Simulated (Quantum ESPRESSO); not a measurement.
**Yb under changes of volume**

One of the cells (41.626 Å³/atom); the others are scaled copies at fixed shape and fractional positions:

```xyz
2
Lattice="3.8799 0.0000 0.0000 -1.9400 3.3601 0.0000 0.0000 0.0000 6.3859" Properties=species:S:1:pos:R:3 pbc="T T T"
Yb    1.9400    1.1200    4.7894
Yb    0.0000    2.2401    1.5965
```

This isn't the form of Yb at room conditions, which is fcc.

```yaml
Program: Quantum ESPRESSO 7.5
Functional: PBEsol
Potentials_or_basis: SSSP 1.3 efficiency PBE
Cutoff: 748 eV
Density_cutoff: 5987 eV
k_mesh: 8 × 8 × 4
Occupations: fermi-dirac, width 0.05 eV
Spin: collinear spin, ferromagnetic start
Starting_moments: "[1.0, 1.0] μB"
```

```csv
volume (Å³/atom),energy over the lowest point (meV/atom),pressure (GPa)
39.128,0.00,-3.7
39.961,19.30,-3.9
40.793,?,?
41.626,60.11,-4.0
42.458,81.41,-4.2
43.291,103.20,-4.2
44.123,125.42,-4.4
```

Q: What does the run at 40.793 Å³/atom give?

A: Energy over the lowest point 39.38 meV/atom; pressure -4.1 GPa.

Worked out: A Birch-Murnaghan fit of order 3 (a polynomial in V^(-2/3)) to the other rows has no minimum within the range. It gives 39.36 meV/atom at 40.793 Å³/atom, against the run's 39.38, and -dE/dV = -3.9 GPa, against -4.1.

Energies are extrapolated to zero smearing.

Caveats: the potentials were made for another functional, which shifts forces and pressure.
